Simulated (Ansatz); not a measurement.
Input of an Ansatz 0.2.0 run:

File input.yaml:

```yaml
crystal:
  lattice:
    - [4.3, 0.0, 0.0]
    - [-2.15, 3.7239092363, 0.0]
    - [0.0, 0.0, 7.02]
  atoms:
    - { symbol: Cd, position: [0.6666666667, 0.3333333333, 0.5] }
    - { symbol: Cd, position: [0.3333333333, 0.6666666667, 0.0] }
    - { symbol: Se, position: [0.6666666667, 0.3333333333, 0.885] }
    - { symbol: Se, position: [0.3333333333, 0.6666666667, 0.385] }
hamiltonian:
  xc: pbe
  pseudopotentials: { kind: paw }
kpoints:
  mp_grid: { grid: [7, 7, 4] }
scf:
  occupations: { method: fermi_dirac, width: 0.05 }
basis:
  ecutwfc: "800 eV"
output:
  forces: true
  stress: true
  eigenvalues: true
  write_density: true
  write_potential: true
  elf: true
  volumetric_format: npy
```

Potentials or basis: Ansatz PAW.

Launch:

```console
$ ansatz run input.yaml --threads 2 --pin off --max-ram 5120MiB --backend cpu --events-out ev --progress --plain --runs-dir out
```

Task: Predict the largest force.

Result: 0.282 eV/Å.

Task: Estimate the band gap on the k mesh.

Result: 0.70 eV, direct.

Forces in eV/Å, atoms in the order of the input:
```
Cd   0.000  0.000  0.282
Cd   0.000  0.000  0.282
Se   0.000  0.000 -0.282
Se   0.000  0.000 -0.282
```

Caveat: odd divisions of the mesh miss points on the zone boundary, where band edges often lie, so the gap on the mesh can be too wide.

**Experimental background.**

From a printed reference work, data compilation, for a bulk crystal of CdSe at 2 K: band gap 1.841 eV.

Against the measured gap of CdSe, 1.841 eV (2 K; a printed reference work, data compilation), the calculated 0.70 eV is off by -1.14 eV. So large a miss can be the level of theory's own, or it may mean another phase, state or a wrong row. Spin-orbit coupling on Cd, Se is left out. The value is that of PBE, without temperature or zero-point motion. Semilocal functionals fall short of measured gaps as a rule.
